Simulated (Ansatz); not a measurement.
# HgSe (F-43m) in Ansatz: single point with PBE0

Aim: the single point of HgSe with PBE0.

All numbers are computed with Ansatz 0.2.0; they aren't measurements. Logs are shortened: lines on timing, memory, paths and dates and some standing lists are left out, and cuts for length are marked.

## 1. The structure

The structure is cubic, space group F-43m (No. 216). Conventional cell: a = 6.078 Å, b = 6.078 Å, c = 6.078 Å, α = 90.00°, β = 90.00°, γ = 90.00°. Hg (site symmetry -43m) is surrounded by 4 Se at 2.63 Å. Se (site symmetry -43m) is surrounded by 4 Hg at 2.63 Å.

## 2. Single point, PBE0

Input file input.yaml:

```yaml
crystal:
  lattice:
    - [0.0, 3.039, 3.039]
    - [3.039, 0.0, 3.039]
    - [3.039, 3.039, 0.0]
  atoms:
    - { symbol: Hg, position: [0.0, 0.0, 0.0] }
    - { symbol: Se, position: [0.75, 0.75, 0.75] }
kpoints:
  mp_grid: { grid: [6, 6, 6] }
scf:
  occupations: { method: fermi_dirac, width: 0.05 }
hamiltonian:
  xc: pbe0
  pseudopotentials: { kind: all_electron, datasets: crystal }
output:
  forces: true
  stress: true
```

Potentials or basis: all-electron PAW datasets made for the crystal.

The run is started by

```
> ansatz run input.yaml --threads 8 --pin off --max-ram 24576MiB --backend cpu --events-out ev --progress --plain --runs-dir out
```

What it wrote:

```text
Warning: RAYON_NUM_THREADS=8 ignored (pool sized by the plan → 8); use --threads N
hamiltonian.pseudopotentials.datasets: crystal makes datasets for this crystal and solves the spheres of its atoms anew in each pass: cutoff 380.0 eV, the density's 1520.0 eV;, for an error of 0.50 meV an atom under PBE, 1.0 meV for the cell; an energy difference from a run of another recipe may be off by several times the error for the cell, under r2SCAN by more, where some 0.1 meV an atom stays at smaller errors; Se in spheres of 1.291 Å, 16 of its electrons in bands; Hg in spheres of 1.339 Å, 20 of its electrons in bands
Engine: ansatz 0.2.0, x86_64-unknown-linux-gnu
Pseudopotentials: kind: all_electron
Pseudopotential: Hg, paw, valence charge 20, recommended cutoff 380 eV (normal), crystal/all_electron/pbe/scalar/gaussian/Hg, Koelling and Harmon's equation, gaussian nucleus
Pseudopotential: Se, paw, valence charge 16, recommended cutoff 380 eV (normal), crystal/all_electron/pbe/scalar/gaussian/Se, Koelling and Harmon's equation, gaussian nucleus
Functional definition: PBE0
  parameter a = 0.25
  parameter kappa = 0.804
  parameter beta = 0.06672455060314922
  exchange = (1 - a)*pbe_x(kappa = kappa, mu = beta*pi^2/3) + a*exact_x
  correlation = pbe_c(beta = beta)
Crystal: 2 atoms, lattice volume = 56.133 Å³
Basis set: ecut = 380 eV, 941 PW (Γ), exchange–correlation on 60×60×60 points (8 copies of the dense FFT grid, shifted against one another)
Bands: 22, of which v1, the nominal top of the filled ones, is band 18 counted from 1 (17 counted from 0)
Symmetry: 24 space group operations
Space group: F-43m (ITA 216), of the structure as read, at distance tolerance 3.8e-5 Å
k-points: 16 of 216 (time reversal used)
Non-local potential: Hg, projectors of the file, l = 0: 2, l = 1: 2, l = 2: 2
Non-local potential: Se, projectors of the file, l = 0: 1, l = 1: 1, l = 2: 3
PAW form: soft (Blöchl's): semilocal exchange-correlation on the pseudo side does not see the compensation charge
PAW one-centre angular grid: Hg, 590 points (default); XC on its mesh's 1803 points in the sphere
PAW one-centre angular grid: Se, 590 points (default); XC on its mesh's 1883 points in the sphere
Initial density: superposition of atomic densities (neutral atoms: chi_scale 0, normalization atom)
Initial wavefunctions: pseudopotential atomic-orbital guess
Functional: x = 0.75 pbe(κ = 0.804, μ = 0.2195149727645171) + 0.25 exact, c = pbe(β = 0.06672455060314922)
iter 1 solved again at ethr=2.56e-3 eV; its pass at ethr=1.00e-1 eV (dr2=9.21e-1 eV) is discarded
SCF iter   1: F=—  HF=-599956.177333 eV  |F-HF|=—  |Δ(HF+E_count)|=         —  Δρ=2.93e-2  dr2=9.85e-1  ethr=2.56e-3  ⟨swp⟩=3.4  Hψ=1781  notcnv=0
preconditioner: auto → none  [insulator: Δε(μ)=0.926 eV  Ē_g=10.902 eV  σ=0.050 eV  W_gap=0.68  n_scr=14 (ndim 8)  ℏωp=21.0 eV  f_vac=0.177  D(μ)=0.13/eV (n_scr^D=0)]
SCF iter   2: F=—  HF=-599955.901369 eV  |F-HF|=—  |Δ(HF+E_count)|=   2.76e-1  Δρ=1.46e-2  dr2=1.06e-1  ethr=2.56e-3  ⟨swp⟩=3.1  Hψ=911  notcnv=0
iter 3 solved again at ethr=2.84e-5 eV; its pass at ethr=2.96e-4 eV (dr2=1.02e-2 eV) is discarded
SCF iter   3: F=—  HF=-599955.867282 eV  |F-HF|=—  |Δ(HF+E_count)|=   3.41e-2  Δρ=5.09e-3  dr2=1.03e-2  ethr=2.84e-5  ⟨swp⟩=2.0  Hψ=1593  notcnv=0
SCF iter   4: F=—  HF=-599955.868060 eV  |F-HF|=—  |Δ(HF+E_count)|=   7.78e-4  Δρ=2.05e-3  dr2=2.44e-3  ethr=2.84e-5  ⟨swp⟩=2.0  Hψ=643  notcnv=0
SCF iter   5: F=—  HF=-599955.869427 eV  |F-HF|=—  |Δ(HF+E_count)|=   1.37e-3  Δρ=3.69e-4  dr2=6.41e-5  ethr=6.78e-6  ⟨swp⟩=3.0  Hψ=713  notcnv=0
SCF iter   6: F=—  HF=-599932.874855 eV  |F-HF|=—  |Δ(HF+E_count)|=         —  Δρ=7.65e-3  dr2=2.28e-2  ethr=1.78e-7  ⟨swp⟩=3.6  Hψ=3379  notcnv=0
SCF iter   7: F=—  HF=-599932.884367 eV  |F-HF|=—  |Δ(HF+E_count)|=   9.51e-3  Δρ=3.32e-3  dr2=4.00e-3  ethr=1.78e-7  ⟨swp⟩=4.1  Hψ=1168  notcnv=0
SCF iter   8: F=—  HF=-599932.882496 eV  |F-HF|=—  |Δ(HF+E_count)|=   1.87e-3  Δρ=6.37e-4  dr2=3.72e-4  ethr=1.78e-7  ⟨swp⟩=4.0  Hψ=1013  notcnv=0
SCF iter   9: F=—  HF=-599932.882883 eV  |F-HF|=—  |Δ(HF+E_count)|=   3.87e-4  Δρ=2.09e-4  dr2=3.61e-5  ethr=1.78e-7  ⟨swp⟩=3.1  Hψ=963  notcnv=0
SCF iter  10: F=—  HF=-599932.882726 eV  |F-HF|=—  |Δ(HF+E_count)|=   1.57e-4  Δρ=4.99e-5  dr2=1.46e-6  ethr=1.00e-7  ⟨swp⟩=3.0  Hψ=951  notcnv=0
SCF iter  11: F=—  HF=-599932.882840 eV  |F-HF|=—  |Δ(HF+E_count)|=   1.14e-4  Δρ=4.25e-5  dr2=1.79e-6  ethr=4.05e-9  ⟨swp⟩=3.0  Hψ=815  notcnv=0
SCF iter  12: F=-599932.883155 eV  HF=-599932.883207 eV  |F-HF|=5.16e-5  |Δ(HF+E_count)|=   3.67e-4  Δρ=2.36e-4  dr2=3.17e-5  ethr=4.05e-9  ⟨swp⟩=3.8  Hψ=956  notcnv=0  recentre
SCF iter  13: F=-599932.883150 eV  HF=-599932.883151 eV  |F-HF|=1.00e-6  |Δ(HF+E_count)|=   5.58e-5  Δρ=5.82e-5  dr2=2.11e-6  ethr=4.05e-9  ⟨swp⟩=3.9  Hψ=964  notcnv=0
SCF iter  14: F=-599932.883356 eV  HF=-599932.883356 eV  |F-HF|=3.91e-7  |Δ(HF+E_count)|=   2.05e-4  Δρ=2.60e-5  dr2=4.65e-7  ethr=4.05e-9  ⟨swp⟩=4.0  Hψ=858  notcnv=0
SCF iter  15: F=-599932.883236 eV  HF=-599932.883238 eV  |F-HF|=1.56e-6  |Δ(HF+E_count)|=   1.18e-4  Δρ=5.85e-5  dr2=2.76e-6  ethr=1.29e-9  ⟨swp⟩=4.0  Hψ=910  notcnv=0  recentre
SCF iter  16: F=-599932.883201 eV  HF=-599932.883202 eV  |F-HF|=1.27e-6  |Δ(HF+E_count)|=   3.56e-5  Δρ=5.64e-5  dr2=2.43e-6  ethr=1.29e-9  ⟨swp⟩=2.8  Hψ=653  notcnv=0
SCF iter  17: F=-599932.883348 eV  HF=-599932.883350 eV  |F-HF|=1.34e-6  |Δ(HF+E_count)|=   1.47e-4  Δρ=6.30e-5  dr2=2.60e-6  ethr=1.29e-9  ⟨swp⟩=3.5  Hψ=793  notcnv=0
SCF iter  18: F=-599932.883360 eV  HF=-599932.883361 eV  |F-HF|=1.15e-6  |Δ(HF+E_count)|=   1.17e-5  Δρ=5.85e-5  dr2=2.31e-6  ethr=1.29e-9  ⟨swp⟩=2.0  Hψ=641  notcnv=0
SCF iter  19: F=-599932.883445 eV  HF=-599932.883445 eV  |F-HF|=7.32e-7  |Δ(HF+E_count)|=   8.39e-5  Δρ=5.01e-5  dr2=1.55e-6  ethr=1.29e-9  ⟨swp⟩=3.1  Hψ=761  notcnv=0
SCF iter  20: F=-599932.883484 eV  HF=-599932.883484 eV  |F-HF|=5.62e-7  |Δ(HF+E_count)|=   3.90e-5  Δρ=3.86e-5  dr2=9.41e-7  ethr=1.29e-9  ⟨swp⟩=3.1  Hψ=742  notcnv=0
SCF iter  21: F=-599932.883488 eV  HF=-599932.883488 eV  |F-HF|=2.93e-7  |Δ(HF+E_count)|=   3.94e-6  Δρ=1.57e-5  dr2=3.42e-7  ethr=1.29e-9  ⟨swp⟩=4.0  Hψ=809  notcnv=0
SCF iter  22: F=-599932.883500 eV  HF=-599932.883500 eV  |F-HF|=2.54e-7  |Δ(HF+E_count)|=   1.21e-5  Δρ=1.54e-5  dr2=3.07e-7  ethr=9.49e-10  ⟨swp⟩=2.2  Hψ=644  notcnv=0
SCF iter  23: F=-599932.883490 eV  HF=-599932.883490 eV  |F-HF|=4.30e-7  |Δ(HF+E_count)|=   1.00e-5  Δρ=2.08e-5  dr2=5.50e-7  ethr=8.53e-10  ⟨swp⟩=3.1  Hψ=709  notcnv=0  recentre
SCF iter  24: F=-599932.883531 eV  HF=-599932.883531 eV  |F-HF|=1.94e-7  |Δ(HF+E_count)|=   4.06e-5  Δρ=9.89e-6  dr2=5.31e-8  ethr=8.53e-10  ⟨swp⟩=3.0  Hψ=793  notcnv=0
SCF iter  25: F=-599932.883521 eV  HF=-599932.883521 eV  |F-HF|=1.55e-7  |Δ(HF+E_count)|=   9.80e-6  Δρ=1.01e-5  dr2=6.07e-8  ethr=1.47e-10  ⟨swp⟩=2.2  Hψ=644  notcnv=0
SCF iter  26: F=-599932.883520 eV  HF=-599932.883521 eV  |F-HF|=1.44e-7  |Δ(HF+E_count)|=   4.31e-7  Δρ=8.92e-6  dr2=3.61e-8  ethr=1.47e-10  ⟨swp⟩=3.1  Hψ=674  notcnv=0
SCF iter  27: F=-599932.883511 eV  HF=-599932.883511 eV  |F-HF|=2.02e-7  |Δ(HF+E_count)|=   9.57e-6  Δρ=7.36e-6  dr2=2.24e-8  ethr=1.00e-10  ⟨swp⟩=3.1  Hψ=771  notcnv=0
SCF iter  28: F=-599932.883508 eV  HF=-599932.883508 eV  |F-HF|=5.12e-8  |Δ(HF+E_count)|=   3.11e-6  Δρ=6.22e-6  dr2=2.06e-8  ethr=6.23e-11  ⟨swp⟩=3.1  Hψ=867  notcnv=0
SCF iter  29: F=-599932.883505 eV  HF=-599932.883505 eV  |F-HF|=1.72e-8  |Δ(HF+E_count)|=   2.84e-6  Δρ=4.68e-6  dr2=1.06e-8  ethr=5.71e-11  ⟨swp⟩=3.1  Hψ=711  notcnv=0
SCF iter  30: F=-599932.883505 eV  HF=-599932.883505 eV  |F-HF|=5.12e-9  |Δ(HF+E_count)|=   1.95e-7  Δρ=2.35e-6  dr2=1.67e-9  ethr=2.94e-11  ⟨swp⟩=3.0  Hψ=716  notcnv=0
SCF iter  31: F=-599932.883505 eV  HF=-599932.883505 eV  |F-HF|=2.33e-10  |Δ(HF+E_count)|=   1.77e-7  Δρ=8.31e-7  dr2=2.27e-10  ethr=4.63e-12  ⟨swp⟩=3.0  Hψ=762  notcnv=0
SCF 1 converged in 31 iterations: F = -599932.883504 eV  dr2 = 2.27e-10
  Residual-converged pass: ⟨swp⟩=3.0  Hψ=544  notcnv=0  max |occ|·‖R‖ = 5.1e-6 eV (tolerance 5.3e-6 eV)  dr2=2.94e-10  dr2_onsite=2.09e-9  max |Δocc| = 1.1e-5
hybrid outer 1: dexx = +3.559e-12 eV
at 9 of the mixer's solves, the last at iteration 29, it left a direction of its history that read negative out of its fit and stepped the other way along it
hybrid SCF converged: 1 outer / 31 inner (+0 warm-up), last move |dexx| = 3.56e-12 eV
Stability not checked: this state was not tested for a lower state beside it, because the functional holds exact exchange (a hybrid, or Hartree-Fock), whose exchange loop this test does not read (fock_operator; see scf.lower_state_search)
Free energy (F): -599932.883504 eV
Harris-Foulkes:  -599932.883504 eV  (|F-HF|=2.33e-10)
Internal energy: -599932.883352 eV  (E = F + TS)
E sigma→0 (E₀):  -599932.883428 eV
Entropy (-TS):   -0.000151 eV (-0.076 meV/atom)
Past the cutoff: the bands carry plane waves up to 1.75 times it, of which those up to 1.5 times it add -0.000384 eV an atom, each by itself; the spheres take 0.000258 eV an atom off the energy for waves past 1.75 times it
Past the cutoffs: a stress includes 0.0014 GPa for waves and charges beyond them, in addition to the slope of what the spheres take
In the spheres:  the bands' charges fall short by 2.5e-4 e at most (sound up to 1e-3)
Fermi energy:    9.860239 eV
--- Per-component energies (eV) ---
  E_band       = -927.326475
  E_kinetic    = 404.187683
  E_local      = -4750.337758  (includes V_loc(G=0)·N_el)
  E_nonlocal   = -1253.699455
  E_hartree    = 2285.307261
  E_xc         = -123.804081
  E_vxc        = -160.183467  (∫ρ·V_xc dr)
  E_exx        = -161.058899  (= α·E_x^exact, valence–valence)
  E_paw        = -605663.116715  (= ΣΔE_a)
  E_vpaw       = -12916.194879  (= ΣTr[D̂ρ^β])
  E_ewald      = -4170.766268
  E_smearing   = -0.000151  (= −TS)
  E_closure    = 13500.404879  (closes the sum)
  Σ components = -599932.883504   (vs F -599932.883504, Δ=0.00e0)
  The terms above E_closure are by the made datasets' own strengths, without shells solved beside the bands.
--- Forces (eV/Å), atoms counted from 1 ---
  atom   1  Hg     0.00000000    -0.00000000     0.00000000
  atom   2  Se     0.00000000    -0.00000000     0.00000000
  max |Σ_I F_I| component: 8.44e-17 eV/Å
--- Stress (GPa, compression-positive) ---
        2.734268       0.000000      -0.000000
        0.000000       2.734268       0.000000
       -0.000000       0.000000       2.734268
  P = ⅓ Tr σ = 2.7343 GPa (27.343 kbar)
--- Band table (eV; the first three rows and the last of 16) ---
  k-point 0: bands = ["-109.6537", "-56.8544", "-56.8544", "-56.8544", "-41.6939", "-41.6939", "-41.6939", "-41.6899", "-41.6899", "-5.1189", "1.3069", "1.3069", "1.3069", "2.0652", "2.0652", "9.6342", "9.6342", "9.6342", "10.0296", "16.7174"]
  k-point 1: bands = ["-109.6537", "-56.8544", "-56.8544", "-56.8543", "-41.6939", "-41.6939", "-41.6939", "-41.6898", "-41.6898", "-4.9907", "1.3600", "1.3600", "1.3896", "2.0622", "2.0622", "7.3243", "9.3280", "9.3280", "11.7492", "16.3050"]
  k-point 2: bands = ["-109.6537", "-56.8543", "-56.8543", "-56.8540", "-41.6940", "-41.6940", "-41.6940", "-41.6898", "-41.6898", "-4.7223", "1.4511", "1.4511", "1.7884", "2.0821", "2.0821", "5.0242", "8.7846", "8.7846", "12.2353", "17.3040"]
  k-point 15: bands = ["-109.6537", "-56.8545", "-56.8541", "-56.8537", "-41.6941", "-41.6941", "-41.6940", "-41.6898", "-41.6897", "-4.4044", "1.6099", "1.7293", "1.9066", "2.1028", "2.6824", "3.9117", "6.7225", "6.9346", "14.7139", "15.3115"]
```

Wall time 3.6 min (8 threads of Intel Xeon 6975P-C (Granite Rapids), shared host); peak memory 1.7 GiB.

What came out:

* Free energy: -599932.8835 eV
* Pressure: 2.7 GPa
* Band gap on the k mesh: 0.40 eV, direct

Caveat: spin-orbit coupling is left out, which moves the levels of the heavy elements.
